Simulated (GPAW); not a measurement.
Crystal: TePt.

```xyz
4
Lattice="4.2629 0.0000 0.0000 -2.1314 3.6918 0.0000 0.0000 0.0000 5.6618" Properties=species:S:1:pos:R:3 pbc="T T T"
Pt    0.0000    0.0000    0.0000
Pt    0.0000    0.0000    2.8309
Te    0.0000    2.4612    1.4154
Te    2.1314    1.2306    4.2463
```

Measurements of this composition are mostly on another form, of space group No. 166.

| Property | Result |
| --- | --- |
| Program | GPAW 26.7.0 |
| Task | single point |
| Functional | PBEsol |
| Potentials or basis | PAW data sets generated in the run's folder for this functional |
| Cutoff | 600 eV |
| Basis | pw |
| k mesh | 7 × 7 × 5 |
| Occupations | fermi-dirac, width 0.05 eV |
| Spin | no spin polarisation |

On this cell: pressure -5.6 GPa; largest force under 0.003 eV/Å; band gap on the k mesh none (metal or under the smearing width).

The same run follows on a disturbed copy (atoms moved at random, drawn with an rms of 0.05 Å):

```xyz
4
Lattice="4.2629 0.0000 0.0000 -2.1314 3.6918 0.0000 0.0000 0.0000 5.6618" Properties=species:S:1:pos:R:3 pbc="T T T"
Pt    0.0034   -0.0431    0.0349
Pt   -0.0197    0.0055    2.8222
Te    0.0055    2.4614    1.3892
Te    2.1149    1.2441    4.2831
```

**Question.** What changes?

**Answer.** The energy (extrapolated to zero smearing) moves by +3.8 meV/atom; pressure -5.4 GPa; largest force 0.330 eV/Å; band gap on the k mesh none (metal or under the smearing width).

Forces in eV/Å, atoms in the order of the input:
```
Pt   0.001  0.113 -0.310
Pt   0.012  0.045  0.286
Te  -0.049 -0.057  0.193
Te   0.037 -0.101 -0.169
```

Stress tensor (GPa, compression positive):
```
-4.88 -0.05 -0.02
-0.05 -5.02  0.05
-0.02  0.05 -6.32
```
